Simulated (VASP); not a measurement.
Wanted: the native input for a VASP 6.6.1 run.

- Task: single point
- Functional: PBE
- Potentials or basis: VASP PAW PBE potentials, release 64 (Rh_pv)
- Cutoff: 520 eV
- k mesh: 12 × 12 × 12
- Occupations: fermi-dirac, width 0.05 eV
- Spin: no spin polarisation
- Further INCAR settings: ALGO = Normal; EDIFF = 1e-07; NBANDS = 14

The structure of Rh lies in POSCAR:

```
Rh
1.0
    0.0000000000      1.8978500000      1.8978500000
    1.8978500000      0.0000000000      1.8978500000
    1.8978500000      1.8978500000      0.0000000000
Rh
1
Direct
    0.0000000000      0.0000000000      0.0000000000
```

These files were run (other wordings do the same):

INCAR

```
SYSTEM = Rh
PREC = Accurate
ENCUT = 520
EDIFF = 1E-7
ISMEAR = -1
SIGMA = 0.05
LREAL = .FALSE.
LASPH = .TRUE.
NELM = 60
ALGO = Normal
ISIF = 2
LWAVE = .FALSE.
LCHARG = .FALSE.
GGA = PE
NBANDS = 14
```

KPOINTS

```
Automatic mesh
0
G
  12 12 12
  0 0 0
```

Potentials or basis: VASP PAW PBE potentials, release 64 (Rh_pv).

Launch:

```sh
$ cat potpaw_PBE.64/Rh_pv/POTCAR > POTCAR
$ mpirun -np 1 vasp_std > vasp.out
```

It gave:

```json
{
  "Pressure": "7.3 GPa",
  "Band gap on the k mesh": "none (metal or under the smearing width)"
}
```

It took 6.9 s on 1 thread of Intel(R) Xeon(R) Platinum 8559C (Emerald Rapids), on a shared host, peak memory 0.12 GiB.
